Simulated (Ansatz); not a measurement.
# AlAs wire along [110], 24 atoms a period, H-terminated: bands by functional and under strain, part 4 of 4

What gap, if any, does the AlAs wire along [110], 24 atoms a period, H-terminated have, and how does it change with the functional and under strain?

Ansatz 0.2.0; DFT PBE, plane waves, PAW; relaxation of a wire's period; PAW set soft_1 (the session's first sound run).

So far, band gap (eV): step 3 (the wire at its relaxed period, PBE) 0.739; step 4 (levels at the same atoms, HSE06 PBE) 1.57; step 5 (strain along the wire, period over the relaxed period 0.94, k-mesh 1×1×16, PBE) 0.383.

### Step 6. Strain along the wire, period over the relaxed period 1.1, k-mesh 1×1×14

Level of this step: DFT PBE, plane waves, PAW; relaxation at a fixed period; PAW set soft_1 (Ansatz).

The period is set to 1.1 times the relaxed one and the atoms relax within it: strain changes bond lengths and angles, which shifts the bands against each other. Against the first PBE run of this kind, the mesh along the wire has 14 points against 20.

The cell differs from the one that the last finished run ended in (c 3.911 → 4.577 Å).

File input.yaml:

```yaml
crystal:
  lattice:
    - [21.494, 0.0, 0.0]
    - [0.0, 19.493, 0.0]
    - [0.0, 0.0, 4.5768820312]
  atoms:
    - { symbol: H, position: [0.143629568, 0.408259572, 0.0] }
    - { symbol: Al, position: [0.201273506, 0.460073736, 0.0] }
    - { symbol: As, position: [0.399340384, 0.339735376, 0.0] }
    - { symbol: H, position: [0.42964887, 0.162599888, 0.0] }
    - { symbol: Al, position: [0.463482104, 0.235149394, 0.0] }
    - { symbol: Al, position: [0.46520846, 0.441925602, 0.0] }
    - { symbol: As, position: [0.663315882, 0.350112849, 0.0] }
    - { symbol: H, position: [0.706572875, 0.288189174, 0.0] }
    - { symbol: Al, position: [0.726473345, 0.456127951, 0.0] }
    - { symbol: H, position: [0.231425509, 0.649128091, 0.229324546] }
    - { symbol: H, position: [0.783173686, 0.645953171, 0.310029516] }
    - { symbol: As, position: [0.27854743, 0.649726633, 0.5] }
    - { symbol: As, position: [0.26590502, 0.439516879, 0.5] }
    - { symbol: H, position: [0.295138398, 0.265054516, 0.5] }
    - { symbol: H, position: [0.287342804, 0.828795884, 0.5] }
    - { symbol: Al, position: [0.332001105, 0.335982405, 0.5] }
    - { symbol: Al, position: [0.336123361, 0.535959955, 0.5] }
    - { symbol: Al, position: [0.332400525, 0.764213435, 0.5] }
    - { symbol: As, position: [0.530064993, 0.243195868, 0.5] }
    - { symbol: As, position: [0.532724599, 0.656104822, 0.5] }
    - { symbol: As, position: [0.531489831, 0.447574419, 0.5] }
    - { symbol: H, position: [0.558590239, 0.829293254, 0.5] }
    - { symbol: H, position: [0.574967797, 0.1826878, 0.5] }
    - { symbol: Al, position: [0.596749402, 0.344857477, 0.5] }
    - { symbol: Al, position: [0.597775791, 0.551661024, 0.5] }
    - { symbol: Al, position: [0.60014654, 0.7613221, 0.5] }
    - { symbol: As, position: [0.791896017, 0.458490982, 0.5] }
    - { symbol: H, position: [0.843724513, 0.405577391, 0.5] }
    - { symbol: H, position: [0.830306588, 0.523621624, 0.5] }
    - { symbol: H, position: [0.783173686, 0.645953171, 0.689970484] }
    - { symbol: H, position: [0.231425509, 0.649128091, 0.770675454] }
    - { symbol: H, position: [0.187906438, 0.541590111, 0.0] }
    - { symbol: As, position: [0.400902967, 0.547864211, 0.0] }
    - { symbol: As, position: [0.396570637, 0.751395383, 0.0] }
    - { symbol: H, position: [0.438348055, 0.81435744, 0.0] }
    - { symbol: Al, position: [0.468514713, 0.650571128, 0.0] }
    - { symbol: As, position: [0.662435879, 0.557381821, 0.0] }
    - { symbol: As, position: [0.664795001, 0.749926757, 0.0] }
    - { symbol: H, position: [0.702170901, 0.816428462, 0.0] }
    - { symbol: Al, position: [0.742757041, 0.653894877, 0.0] }
kpoints:
  mp_grid: { grid: [1, 1, 14] }
  band_path: { path: ["Γ", Z], npoints: 90 }
scf:
  occupations: { method: fermi_dirac, width: 0.05 }
hamiltonian:
  xc: pbe
  pseudopotentials: { kind: paw, azcp: { folder: soft_1 } }
relax:
  max_steps: 40
  f_tol: 0.02
output:
  stress: true
```

Started as:

```
ansatz run input.yaml --threads 4 --pin off --max-ram 16384MiB --backend cpu --events-out ev --progress --plain --runs-dir out
```

Numbers of over 12 decimals in the logs are rounded to 6 here.

What it wrote:

```text
[...]
Crystal: 40 atoms, lattice volume = 1917.634 Å³
Basis set: ecut = 420 eV, 37565 PW (Γ), exchange–correlation on 288×270×64 points (8 copies of the dense FFT grid, shifted against one another)
Bands: 156, of which v1, the nominal top of the filled ones, is band 116 counted from 1 (115 counted from 0)
Symmetry: 2 space group operations
[...]
- { symbol: As, position: [0.403869, 0.547349, 0.0] }
    - { symbol: As, position: [0.400305, 0.752776, 0.0] }
    - { symbol: H, position: [0.445835, 0.812634, 0.0] }
    - { symbol: Al, position: [0.470755, 0.650659, 0.0] }
    - { symbol: As, position: [0.650844, 0.557437, 0.0] }
    - { symbol: As, position: [0.653056, 0.750164, 0.0] }
    - { symbol: H, position: [0.692580, 0.815268, 0.0] }
    - { symbol: Al, position: [0.731434, 0.654333, 0.0] }
[key lines of the parts left out:]
SCF converged after 3 iterations
Free energy (F): -64980.742980 eV
Fermi energy:    -1.393282 eV
P = ⅓ Tr σ = -0.8062 GPa (-8.062 kbar)
```

Elapsed: 22 min, on 4 threads of Arm Neoverse V1, shared host; peak memory 11 GiB.

Step by step:

```
step  energy less that of the first step (eV)  largest force component (eV/Å)
   1                                   0.0000                          1.0754
   2                                  -0.5465                          0.4487
   3                                  -0.6975                          0.1086
   4                                  -0.7081                          0.0331
   5                                  -0.7110                          0.0217
   6                                  -0.7113                          0.0333
   7                                  -0.7125                          0.0123
   8                                  -0.7125                          0.0124
```

Forces are held to the 2 operations that the run works with; a distortion that breaks them can't arise in this run.

The atoms that moved most (Å):

```
atom      dx      dy      dz  length
 H32   0.425  -0.005   0.000   0.425
As27  -0.406  -0.025   0.000   0.407
 H28  -0.397  -0.021   0.000   0.397
 H29  -0.368  -0.047   0.000   0.371
  H1   0.366  -0.021   0.000   0.367
 Al2   0.354  -0.013   0.000   0.355
 H11  -0.299   0.035  -0.065   0.308
 H30  -0.299   0.035   0.065   0.308
```

The relaxed structure:

```xyz
40
Lattice="21.4940 0.0000 0.0000 0.0000 19.4930 0.0000 0.0000 0.0000 4.5769" Properties=species:S:1:pos:R:3
H     3.4534    7.9369    0.0000
Al    4.6805    8.9550    0.0000
As    8.6451    6.6198    0.0000
H     9.3606    3.1534    0.0000
Al   10.0398    4.5911    0.0000
Al   10.0698    8.6102    0.0000
As   14.0194    6.8043    0.0000
H    15.0260    5.6568    0.0000
Al   15.3617    8.8834    0.0000
H     5.2348   12.6702    1.1499
H    16.5341   12.6265    1.3535
As    6.2378   12.6800    2.2884
As    5.9144    8.5729    2.2884
H     6.6146    5.1512    2.2884
H     6.4375   16.1934    2.2884
Al    7.3500    6.5646    2.2884
Al    7.4441   10.4449    2.2884
Al    7.3846   14.9195    2.2884
As   11.3109    4.7207    2.2884
As   11.3425   12.7868    2.2884
As   11.3420    8.7187    2.2884
H    11.9528   16.1770    2.2884
H    12.3257    3.5802    2.2884
Al   12.7422    6.7105    2.2884
Al   12.7512   10.7601    2.2884
Al   12.8023   14.8230    2.2884
As   16.6147    8.9121    2.2884
H    17.7381    7.8852    2.2884
H    17.4783   10.1600    2.2884
H    16.5341   12.6265    3.2233
H     5.2348   12.6702    3.4270
H     4.4637   10.5523    0.0000
As    8.6808   10.6695    0.0000
As    8.6042   14.6739    0.0000
H     9.5828   15.8407    0.0000
Al   10.1184   12.6833    0.0000
As   13.9892   10.8661    0.0000
As   14.0368   14.6229    0.0000
H    14.8863   15.8920    0.0000
Al   15.7214   12.7549    0.0000
```

Numbers from this step:

| Property | Result |
| --- | --- |
| band gap | 0.8386 eV |

Electronic bands along the path, in eV, zero at the Fermi level; v1 is the highest filled band, c1 the lowest empty one:

```
  point     v4     v3     v2     v1    c1    c2    c3    c4
      Γ  -1.00  -0.97  -0.77  -0.44  0.40  0.72  0.82  1.08
halfway  -1.24  -1.05  -0.89  -0.78  2.14  2.20  2.28  2.36
      Z  -1.51  -1.34  -1.20  -1.05  1.91  1.99  2.27  2.40
```

The gap is 0.839 eV, against 0.739 eV under PBE at the relaxed period.

### Step 7. Outcome

```json
{
 "cell length, PBE": "4.161 Å",
 "gap, PBE": "0.739 eV",
 "gap, HSE06": "1.57 eV",
 "gap, period scaled by 0.94": "0.383 eV",
 "gap, period scaled by 1.1": "0.839 eV"
}
```

Under PBE the cell's length is 4.16 Å, and a gap of 0.74 eV makes it a semiconductor. At the relaxed period the wire is gapped under every functional, from 0.74 eV (PBE) to 1.57 eV (HSE06). Weak screening in one dimension makes quasiparticle gaps larger than the semilocal gaps, as a rule. Strain matters: under PBE the gap goes from 0.74 eV to 0.383 eV at 0.94 times the period and 0.839 eV at 1.1 times the period. Plain hydrogen on a compound's surface is a simple closure: it may leave surface states, and facets that end in unlike atoms put a field across the wire, both of which shrink the gap. A hybrid's gap is read on a coarse mesh, without a band path.

[Logs are printed without paths, hosts, clocks, repeated set-up lines and the standing remarks that a program may print on its own settings, such as how far it seeks lower states.]

[Hosts, paths, dates, database ids (printed as entryN), source tags and the programs' standing remarks are cut or masked in the printed files.]
